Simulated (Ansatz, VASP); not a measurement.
## Two plane-wave programs on PbS

```xyz
2
Lattice="0.0000 2.9650 2.9650 2.9650 0.0000 2.9650 2.9650 2.9650 0.0000" Properties=species:S:1:pos:R:3 pbc="T T T"
Pb    0.0000    0.0000    0.0000
S     2.9650    2.9650    3.0900
```

Change from the starting cell: all S atoms moved +0.125 Å, as atom 2 along Cartesian [0 0 1].

Alike in both runs: task single point; functional LDA; k mesh 10 × 10 × 10; occupations gaussian, width 0.03 eV; no spin polarisation.

```csv
,VASP,Ansatz
version,VASP 6.6.1,Ansatz 0.2.0
potentials or method,"VASP PAW LDA potentials, release 64 (Pb_d, S)","scalar-relativistic, plane waves, PAW"
plane-wave cutoff (eV),520,420
valence electrons in the cell,20,20
```

Ansatz gave:

| Quantity | Value |
| --- | --- |
| gap on the k mesh at the Fermi level (eV) | 0.44 |
| least direct gap on the mesh (eV) | 0.44 |
| pressure (GPa) | -2.3 |
| largest component of the traceless stress (GPa) | 0.40 |
| rms of the force components (eV/Å) | 0.026 |

Task: Estimate VASP's values.

Result: gap on the k mesh at the Fermi level (eV): 0.42; least direct gap on the mesh (eV): 0.42; pressure (GPa): -2.3; largest component of the traceless stress (GPa): 0.41; rms of the force components (eV/Å): 0.029.

Atom by atom the forces differ by 0.002 eV/Å (rms over components).

Caveats: spin-orbit coupling is left out, which as a rule narrows the gap of such compounds by several tenths of an eV.
